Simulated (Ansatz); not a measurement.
Structure: SnSe built on the zincblende prototype, at its r2SCAN minimum. Space group F-43m (No. 216), cubic; a = 6.728 Å in the conventional setting, 38.07 Å³ an atom. Around Sn lie 4 Se at 2.91 Å; around Se lie 4 Sn at 2.91 Å.

```cif
data_structure
_symmetry_space_group_name_H-M 'F-43m'
_symmetry_Int_Tables_number 216
_cell_length_a 6.7280
_cell_length_b 6.7280
_cell_length_c 6.7280
_cell_angle_alpha 90.000
_cell_angle_beta 90.000
_cell_angle_gamma 90.000
_cell_volume 304.55
loop_
_atom_site_label
_atom_site_type_symbol
_atom_site_symmetry_multiplicity
_atom_site_Wyckoff_symbol
_atom_site_fract_x
_atom_site_fract_y
_atom_site_fract_z
_atom_site_occupancy
Sn1 Sn 4 a 0.00000 0.00000 0.00000 1
Se1 Se 4 d 0.25000 0.25000 0.75000 1
```

3 runs of the PAW code Ansatz on this cell differ in the functional (and in the settings that go with it). Levels are in eV from each run's valence top; v1 is the last filled band, c1 the first empty one.

Run A, mean stress +0.1 GPa (compression positive):
```
point      v5     v3     v1    c1    c2    c3
    Γ  -14.73  -2.71  -2.71  1.88  1.88  1.88
    X  -14.01  -4.02  -0.74  0.30  5.03  5.03
    U  -14.03  -4.51  -0.54  1.54  3.94  4.24
    L  -14.20  -3.27  -2.39  2.68  2.68  3.88
```

Run B, mean stress 0.0 GPa (compression positive):
```
point      v5     v3     v1    c1    c2    c3
    Γ  -13.93  -2.55  -2.55  1.55  1.55  1.55
    X  -13.26  -3.79  -0.69  0.05  4.57  4.57
    U  -13.28  -4.23  -0.54  1.26  3.55  3.82
    L  -13.44  -3.08  -2.26  2.34  2.34  3.48
```

Run C, mean stress +0.8 GPa (compression positive):
```
point      v5     v3     v1     c1    c2    c3
    Γ  -13.31  -2.33  -2.33   1.43  1.43  1.43
    X  -12.69  -3.54  -0.67  -0.02  4.31  4.31
    U  -12.70  -3.98  -0.54   1.16  3.35  3.60
    L  -12.85  -2.85  -2.22   2.19  2.19  3.30
```

Task: Match the runs to PBE, r2SCAN, HSE06.

Result: A is HSE06, B is r2SCAN, C is PBE. In order of the gap: PBE none (overlap 0.02), r2SCAN 0.05, HSE06 0.30 eV.

These are computed values for a spin-unpolarised cell that may be hypothetical; none is a measurement.

Spin-orbit coupling is left out, which matters wherever the heavy atoms make up the band edges.

The stress of a hybrid is loosely converged in these runs.

Gaps or overlaps of about a tenth of an eV are at the limit of these meshes: between the points read a gap can be smaller or closed.

The meshes of the hybrids are coarse, so their gaps aren't converged to the digits shown.
